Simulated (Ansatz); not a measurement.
**Sm: single point with PBEsol**

Sm:

```
Sm
1.0
     3.64969    0.00000    0.00000
    -1.82484    3.16072    0.00000
     0.00000    0.00000   11.72086
Sm
4
Cartesian
  1.8248 1.0536 8.7906
  0.0000 2.1071 2.9302
  0.0000 0.0000 5.8604
  0.0000 0.0000 0.0000
```

This isn't the form of Sm at room conditions, which is rhombohedral.

```json
{
  "Program": "Ansatz 0.2.0",
  "Task": "single point",
  "Functional": "PBEsol",
  "Potentials or basis": "all-electron LAPW, scalar-relativistic",
  "Cutoff": "151 eV (chosen from the basis error)",
  "Basis error allowed": "0.001 eV/atom",
  "k mesh": "8 × 8 × 3",
  "Occupations": "fermi-dirac, width 0.05 eV",
  "Spin": "collinear spin, ferromagnetic start",
  "Starting moments": "[5.0, 5.0, 5.0, 5.0] μB"
}
```

The pressure is 0.7 GPa, the band gap on the k mesh is none (metal or under the smearing width) and the net moment is 26.12 μB per cell. The absolute moment is 26.12 μB per cell and the site moments are Sm +6.28, +6.29 μB.

Stress tensor (GPa, compression positive):
```
0.55 0.00 0.00
0.00 0.55 0.00
0.00 0.00 1.01
```

Levels at points of the mesh, in eV from the Fermi level:
Spin up:
```tsv
k point	band 63	band 64	band 65	band 66	band 67	band 68	band 69	band 70
(0.00, 0.00, 0.00)	-0.14	-0.10	-0.10	-0.07	-0.02	-0.02	1.14	1.14
(0.00, -0.50, 0.00)	-0.05	-0.03	-0.02	-0.02	0.02	0.05	0.06	0.14
```
Spin down:
```
            k point  band 37  band 38  band 39  band 40  band 41  band 42
 (0.00, 0.00, 0.00)    -3.30    -1.75    -1.74    -0.85     1.85     1.92
(0.00, -0.50, 0.00)    -0.95    -0.90    -0.38    -0.06     0.70     0.76
```

It took 59 s on 4 threads of Arm Neoverse V2, on a shared host, peak memory 0.82 GiB.

Caveat: an open f shell can end in a state above the lowest; the magnetic or orbital state may not be the lowest; spin-orbit coupling is left out, which moves the levels of the heavy elements. The state reached can hang on the start; a lower one may exist.
